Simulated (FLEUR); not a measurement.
Runs of FLEUR MaX-R8.1 (later development tree) on MgSe. The structure is cubic, space group Fm-3m (No. 225). The conventional cell has a = 5.451 Å, b = 5.451 Å, c = 5.451 Å, α = 90.00°, β = 90.00°, γ = 90.00°. Around Se (site symmetry m-3m) lie 6 Mg at 2.73 Å. Mg (site symmetry m-3m) is surrounded by 6 Se at 2.73 Å. 

```csv
task,level,k mesh,gmax,muffin-tin radii,max iterations,mixing factor,mixer,kmax,mesh quality,gap on the mesh (eV),V0 of scaled cells (Å³/atom),B0 (GPa)
equation of state,LDA,8 × 8 × 8,14 1/bohr,"Se 2.46, Mg 2.17 bohr",-,-,-,4.52 1/bohr,not flagged,-,19.58,69
equation of state,r2SCAN,8 × 8 × 8,14 1/bohr,"Se 2.46, Mg 2.17 bohr",-,-,-,4.52 1/bohr,not flagged,-,(a),66
single point,HSE06,4 × 4 × 4,13.6 1/bohr,"Se 2.53, Mg 2.24 bohr",30,0.05,Anderson,4.38 1/bohr,coarse,(b),-,-
band structure,PBEsol,8 × 8 × 8,13.6 1/bohr,"Se 2.53, Mg 2.24 bohr",60,0.05,Anderson,4.38 1/bohr,not flagged,1.77,-,-
band structure,r2SCAN,8 × 8 × 8,13.6 1/bohr,"Se 2.53, Mg 2.24 bohr",80,0.05,Anderson,4.38 1/bohr,not flagged,2.49,-,-
```

Alike in all rows: potentials or basis all-electron, FLAPW; no spin polarisation; cell as given; smearing fermi-dirac 0.05 eV.

Task: Estimate the missing entries.

Result: (a) 20.49; (b) 2.67.

Caveats: some runs use coarse meshes; the meta-GGA is that of a development version, with a GGA for the radial functions and cores and without core tails (some runs); core states are solved in the semilocal potential (some runs).

A k mesh can miss the band edges, and the runs leave out spin-orbit coupling on Se.

The runs were made with more than one version of the program.
